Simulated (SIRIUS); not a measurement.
HfO2:

```
Hf O
1.0
     0.00000    2.55750    2.55750
     2.55750    0.00000    2.55750
     2.55750    2.55750    0.00000
Hf O
1 2
Direct
  0.00000 0.00000 0.00000
  0.75000 0.75000 0.75000
  0.25000 0.25000 0.25000
```

Measurements of this composition are mostly on another form, of space group No. 14.

Base run:

* Program: SIRIUS 7.10.0
* Functional: PBEsol
* Potentials or basis: PseudoDojo 0.4.1 PBE standard (scalar relativistic)
* Cutoff: 1152 eV
* Density cutoff: 4606 eV
* k mesh: 9 × 9 × 9
* Occupations: fermi-dirac, width 0.05 eV
* Spin: no spin polarisation

Its results: band gap on the k mesh 3.75 eV; pressure -11.5 GPa.

Question: The run is repeated on the same cell with these changes: functional from PBEsol to LDA; libxc names from ["XC_GGA_X_PBE_SOL", "XC_GGA_C_PBE_SOL"] to ["XC_LDA_X", "XC_LDA_C_PW"]. What comes out?

Answer: Band gap on the k mesh 3.62 eV; pressure -16.6 GPa.

Caveats: the potentials were made for another functional, which shifts forces and pressure; spin-orbit coupling is left out, which moves the levels of the heavy elements; an odd mesh through Γ misses points on the zone boundary, where band edges often lie.

Not every run made on this cell is shown here.
